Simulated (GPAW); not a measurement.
Write an ASE script for GPAW 26.7.0 that does the following.

```yaml
Task: band structure
Functional: PBEsol
Potentials_or_basis: PAW data sets generated in the run's folder for this functional
Cutoff: 600 eV
Basis: pw
k_mesh: 8 × 8 × 8
Occupations: fermi-dirac, width 0.05 eV
Spin: no spin polarisation
Maxiter: 150
Band_path: GLB1,BZGX,QFP1Z,LP
Band_points: 60
```

Sb:

```
CELL_PARAMETERS angstrom
2.15420 1.24373 3.75800
-2.15420 1.24373 3.75800
0.00000 -2.48746 3.75800
ATOMIC_POSITIONS crystal
Sb 0.76651 0.76651 0.76651
Sb 0.23349 0.23349 0.23349
```

These files were run (other wordings do the same):

run.py

```python
from ase import Atoms
from ase.dft.bandgap import bandgap
from ase.io import write
from ase.units import GPa
from gpaw import GPAW, PW, setup_paths

setup_paths.insert(0, '.')

atoms = Atoms(['Sb', 'Sb'],
              cell=[[2.1542, 1.2437279499, 3.758],
                    [-2.1542, 1.2437279499, 3.758],
                    [0.0, -2.4874558998, 3.758]],
              scaled_positions=[[0.76651, 0.76651, 0.76651],
                                [0.23349, 0.23349, 0.23349]],
              pbc=True)

calc = GPAW(mode=PW(600),
            xc='PBEsol',
            kpts={'size': (8, 8, 8), 'gamma': True},
            occupations={'name': 'fermi-dirac', 'width': 0.05},
            nbands=25,
            convergence={'density': 1e-05, 'energy': 1e-05},
            maxiter=150,
            txt='gpaw.txt')
atoms.calc = calc
energy = atoms.get_potential_energy()
forces = atoms.get_forces()
stress = atoms.get_stress()
calc.write('gs.gpw')
write('result.traj', atoms)
print(f'Energy: {energy:.6f} eV')
print('Forces (eV/A):')
print(forces.round(4))
print('Stress (GPa):', (stress / GPa).round(3))
print('Fermi level:', round(calc.get_fermi_level(), 4), 'eV')
print(f'Gap: {bandgap(calc)[0]:.4f} eV, direct: {bandgap(calc, direct=True)[0]:.4f} eV')

path = atoms.cell.bandpath('GLB1,BZGX,QFP1Z,LP', npoints=60, eps=1e-4)
bs_calc = calc.fixed_density(kpts=path, symmetry='off', nbands=40,
                             convergence={'bands': 'CBM+6.0', 'eigenstates': 1e-6}, txt='bands.txt')
bs = bs_calc.band_structure()
bs.write('bs.json')
print(f'Gap on the path: {bandgap(bs_calc)[0]:.4f} eV')
```

Potentials or basis: PAW data sets generated in the run's folder for this functional, pw.

Launch:

```console
$ gpaw-setup -f PBEsol Sb
$ OMP_NUM_THREADS=1 python run.py
```

It gave:

The pressure is -0.3 GPa, the largest force is 0.086 eV/Å and the band gap along the path is none (metal or under the smearing width).

Caveat: spin-orbit coupling is left out, which moves the levels of the heavy elements.

Wall time 2.3 min on 1 thread of Arm Neoverse V1, on a shared host, peak memory 0.34 GiB.
